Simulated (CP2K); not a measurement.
A run of CP2K 2026.2 is set up as follows.

The input gan_bands.inp:

```
&GLOBAL
  PROJECT gan_bands
  RUN_TYPE ENERGY_FORCE
  PRINT_LEVEL LOW
&END GLOBAL
&FORCE_EVAL
  METHOD QS
  STRESS_TENSOR ANALYTICAL
  &DFT
    BASIS_SET_FILE_NAME BASIS_MOLOPT_UZH
    POTENTIAL_FILE_NAME GTH_POTENTIALS
    &MGRID
      CUTOFF 450
      REL_CUTOFF 60
      NGRIDS 5
    &END MGRID
    &QS
      METHOD GPW
      EPS_DEFAULT 1.0E-9
    &END QS
    &KPOINTS
      SCHEME MONKHORST-PACK 10 10 10
      GAMMA_CENTERED T
      SYMMETRY T
      SYMMETRY_BACKEND SPGLIB
    &END KPOINTS
    &SCF
      SCF_GUESS ATOMIC
      EPS_SCF 1.0E-6
      MAX_SCF 100
      ADDED_MOS 10
      CHOLESKY OFF
      EPS_EIGVAL 1.0E-7
      &DIAGONALIZATION ON
        ALGORITHM STANDARD
      &END DIAGONALIZATION
      &MIXING ON
        METHOD BROYDEN_MIXING
        ALPHA 0.4
        BETA 1.5
        NBUFFER 8
      &END MIXING
      &SMEAR ON
        METHOD FERMI_DIRAC
        ELECTRONIC_TEMPERATURE 116.05
      &END SMEAR
    &END SCF
    &XC
      &XC_FUNCTIONAL
        &LDA_X
        &END LDA_X
        &LDA_C_PW
        &END LDA_C_PW
      &END XC_FUNCTIONAL
    &END XC
    &PRINT
      &KPOINTS ON
      &END KPOINTS
      &MULLIKEN ON
      &END MULLIKEN
      &MO ON
        ENERGIES T
        OCCUPATION_NUMBERS T
        &EACH
          QS_SCF 0
        &END EACH
        ADD_LAST NUMERIC
      &END MO
      &BAND_STRUCTURE
        FILE_NAME bands.bs
        ADDED_MOS 4
        &KPOINT_SET
          UNITS B_VECTOR
          NPOINTS 8
          SPECIAL_POINT GAMMA 0.00000000 0.00000000 0.00000000
          SPECIAL_POINT X 0.50000000 0.00000000 0.50000000
          SPECIAL_POINT W 0.50000000 0.25000000 0.75000000
          SPECIAL_POINT K 0.37500000 0.37500000 0.75000000
          SPECIAL_POINT GAMMA 0.00000000 0.00000000 0.00000000
          SPECIAL_POINT L 0.50000000 0.50000000 0.50000000
          SPECIAL_POINT U 0.62500000 0.25000000 0.62500000
          SPECIAL_POINT W 0.50000000 0.25000000 0.75000000
          SPECIAL_POINT L 0.50000000 0.50000000 0.50000000
          SPECIAL_POINT K 0.37500000 0.37500000 0.75000000
        &END KPOINT_SET
        &KPOINT_SET
          UNITS B_VECTOR
          NPOINTS 8
          SPECIAL_POINT U 0.62500000 0.25000000 0.62500000
          SPECIAL_POINT X 0.50000000 0.00000000 0.50000000
        &END KPOINT_SET
      &END BAND_STRUCTURE
    &END PRINT
  &END DFT
  &SUBSYS
    &CELL
      A 3.1869311219 0.0000000000 0.0000000000
      B 1.5934655610 2.7599633117 0.0000000000
      C 1.5934655610 0.9199877706 2.6021183647
      PERIODIC XYZ
    &END CELL
    &COORD
      SCALED
      Ga  0.0000000000 0.0000000000 0.0000000000
      N   0.2500000000 0.2500000000 0.2500000000
    &END COORD
    &KIND Ga
      BASIS_SET TZVP-MOLOPT-PBE-GTH-q13
      POTENTIAL GTH-PADE-q13
    &END KIND
    &KIND N
      BASIS_SET TZVP-MOLOPT-PBE-GTH-q5
      POTENTIAL GTH-PADE-q5
    &END KIND
    &PRINT
      &ATOMIC_COORDINATES ON
      &END ATOMIC_COORDINATES
      &CELL ON
      &END CELL
    &END PRINT
  &END SUBSYS
  &PRINT
    &FORCES ON
    &END FORCES
    &STRESS_TENSOR ON
    &END STRESS_TENSOR
  &END PRINT
&END FORCE_EVAL
```

Potentials or basis: GTH_POTENTIALS Ga GTH-PADE-q13, N GTH-PADE-q5; TZVP-MOLOPT-PBE-GTH basis.

Command:

```bash
$ OMP_NUM_THREADS=2 cp2k.psmp -i gan_bands.inp -o gan_bands.out
```

(1) Predict the Mulliken charges.

(2) What does it give for the pressure?

Answers

(1) Ga +1.21; N -1.21 e.

(2) -4.2 GPa.

Caveat: the basis of atomic orbitals isn't converged, which shifts pressures, moduli and gaps.

**Experimental background.**

From a printed reference work, textbook, for a bulk crystal of GaN at 0 K: band gap 3.299 eV (direct).

Measured gap of GaN: 3.299 eV (direct; 0 K; a printed reference work, textbook). This calculation gives 1.68 eV (-1.62 eV). Spin-orbit coupling on Ga is left out. The value is that of LDA in an atomic basis (GTH_POTENTIALS Ga GTH-PADE-q13, N GTH-PADE-q5; TZVP-MOLOPT-PBE-GTH basis), whose error adds to the functional's,, without temperature or zero-point motion. Semilocal functionals fall short of measured gaps as a rule. The cell is a database's relaxed one, not the measured one, which moves gaps too.
